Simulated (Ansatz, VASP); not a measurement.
## Two plane-wave programs on Ca

INCAR

```
SYSTEM = Ca
  ALGO = Fast
  EDIFF = 1E-7
  ENCUT = 520
  GGA = RP
  ISIF = 2
  ISMEAR = -1
  LASPH = .TRUE.
  LCHARG = .FALSE.
  LREAL = .FALSE.
  LWAVE = .FALSE.
  NBANDS = 28
  NELM = 80
  PREC = Accurate
  SIGMA = 0.1
```

The input KPOINTS:

```
k-points
0
G
  10 10 3
  0 0 0
```

The input POSCAR:

```
Ca
1.0
    3.8664299692      0.0000000000      0.0000000000
   -1.9332149846      3.3484265753      0.0000000000
    0.0000000000      0.0000000000     12.6686078459
Ca
4
Direct
    0.0000000000      0.0000000000      0.0000000000
    0.0000000000      0.0000000000      0.5000000000
    0.3333333333      0.6666666667      0.2500000000
    0.6666666667      0.3333333333      0.7500000000
```

Input for Ansatz:

```yaml
crystal:
  lattice:
    - [3.8664299692, 0.0, 0.0]
    - [-1.9332149846, 3.3484265753, 0.0]
    - [0.0, 0.0, 12.6686078459]
  atoms:
    - { symbol: Ca, position: [0.0, 0.0, 0.0] }
    - { symbol: Ca, position: [0.0, 0.0, 0.5] }
    - { symbol: Ca, position: [0.3333333333, 0.6666666667, 0.25] }
    - { symbol: Ca, position: [0.6666666667, 0.3333333333, 0.75] }
hamiltonian:
  xc: rpbe
  pseudopotentials:
    kind: paw
    azcp:
      Ca: "pseudopotentials/Ca.paw.azcp"
basis:
  ecutwfc: 420
  fft_grid_basis: typed
kpoints:
  mp_grid: { grid: [10, 10, 3], shift: [0, 0, 0] }
magnetization:
  spin_polarized: false
scf:
  occupations: { method: fermi_dirac, width: 0.1 }
  lower_state_search: "off"
output:
  stress: true
  write_density: true
  write_potential: true
  elf: true
  volumetric_format: npy
```

Alike in both runs: task single point; functional RPBE; k mesh 10 × 10 × 3; occupations fermi-dirac, width 0.1 eV; no spin polarisation.

|  | VASP | Ansatz |
| --- | --- | --- |
| version | VASP 6.6.1 | Ansatz 0.2.0 |
| potentials or method | VASP PAW PBE potentials, release 64 (Ca_sv) | plane waves (420 eV) with PAW, scalar-relativistic |
| plane-wave cutoff (eV) | 520 | 420 |
| valence electrons in the cell | 40 | 40 |

```tsv
	VASP	Ansatz	Ansatz less VASP
pressure (GPa)	1.6	1.6	-0.01
largest component of the traceless stress (GPa)	0.09	0.09	-0.001
```

Caveats: the PAW data sets were made with another functional, which shifts forces and pressure a little (VASP).
